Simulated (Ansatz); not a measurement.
**NbC: how the settings move a single-point run**

Question: which choices in the input matter for NbC?

Computed with Ansatz 0.2.0 (reference: DFT, PBEsol, PAW with Ansatz's default frozen-core files, scalar-relativistic, unless a step's input says otherwise).

## Step 1: The starting structure

The structure is cubic, space group Fm-3m (No. 225). The conventional cell has a = 4.400 Å, b = 4.400 Å, c = 4.400 Å, α = 90.00°, β = 90.00°, γ = 90.00°. Nb (site symmetry m-3m) has 6 C at 2.20 Å as nearest neighbours. C (site symmetry m-3m) is surrounded by 6 Nb at 2.20 Å.

Coordinates:

```cif
data_structure
_symmetry_space_group_name_H-M 'P 1'
_symmetry_Int_Tables_number 1
_cell_length_a 3.1113
_cell_length_b 3.1113
_cell_length_c 3.1113
_cell_angle_alpha 60.000
_cell_angle_beta 60.000
_cell_angle_gamma 60.000
_cell_volume 21.30
loop_
_atom_site_label
_atom_site_type_symbol
_atom_site_fract_x
_atom_site_fract_y
_atom_site_fract_z
_atom_site_occupancy
Nb1 Nb 0.00000 0.00000 0.00000 1
C1 C 0.50000 0.50000 0.50000 1
```

## Step 2: Reference

File input.yaml:

```yaml
crystal:
  lattice:
    - [0.0, 2.2, 2.2]
    - [2.2, 0.0, 2.2]
    - [2.2, 2.2, 0.0]
  atoms:
    - { symbol: Nb, position: [0.0, 0.0, 0.0] }
    - { symbol: C, position: [0.5, 0.5, 0.5] }
kpoints:
  mp_grid: { grid: [14, 14, 14] }
  band_path:
    path:
      - [0.0, 0.0, 0.0]
      - [0.5, 0.0, 0.5]
      - [0.625, 0.25, 0.625]
      - [0.375, 0.375, 0.75]
      - [0.0, 0.0, 0.0]
      - [0.5, 0.5, 0.5]
      - [0.5, 0.25, 0.75]
      - [0.5, 0.0, 0.5]
    npoints: 5
scf:
  occupations: { method: fermi_dirac, width: 0.05 }
hamiltonian:
  xc: pbesol
  pseudopotentials: { kind: paw }
output:
  forces: true
  stress: true
  eigenvalues: true
  efg: { contact_densities: true }
  write_density: true
  write_potential: true
  elf: true
  volumetric_format: npy
```

Command:

```
$ ansatz run input.yaml --threads 1 --pin off --max-ram 2048MiB --backend cpu --events-out ev --progress --plain --runs-dir out
```

## Step 3: Changing settings: occupations.method cold, occupations.width 0.025, xc revpbe

input.yaml: that of step 2 with these lines changed.

```diff
@@ -22,5 +22,5 @@
 scf:
-  occupations: { method: fermi_dirac, width: 0.05 }
+  occupations: { method: cold, width: 0.025 }
 hamiltonian:
-  xc: pbesol
+  xc: revpbe
   pseudopotentials: { kind: paw }
```

Before running it: what results should come out? Wanted: for each run, ending; energy change; pressure; gap; force.

As calculated:

```csv
run,ending,energy change,pressure (GPa),gap (eV),force (eV/Å),cycles,time
reference,converged,-,11.6,0.00,0.00,6,5.1 s
"1: occupations.method cold, occupations.width 0.025, xc revpbe",converged,not comparable,22.4,0.00,0.00,5,4.8 s
```

Residual by cycle in the longest SCF loop of each run; runs are numbered as in the table. The quantity is the density residual dr2, in eV.

```csv
cycle,reference,run 1
1,0.00847,5.2e-4
2,0.00405,2.8e-4
3,3.7e-5,6.5e-6
4,1.3e-6,7.6e-8
5,1.9e-8,4.7e-9
6,1.2e-10,-
```

**Reading.** Total energies don't compare across a change of functional; the pressure goes from 11.6 to 22.4 GPa. The smearing changed too.
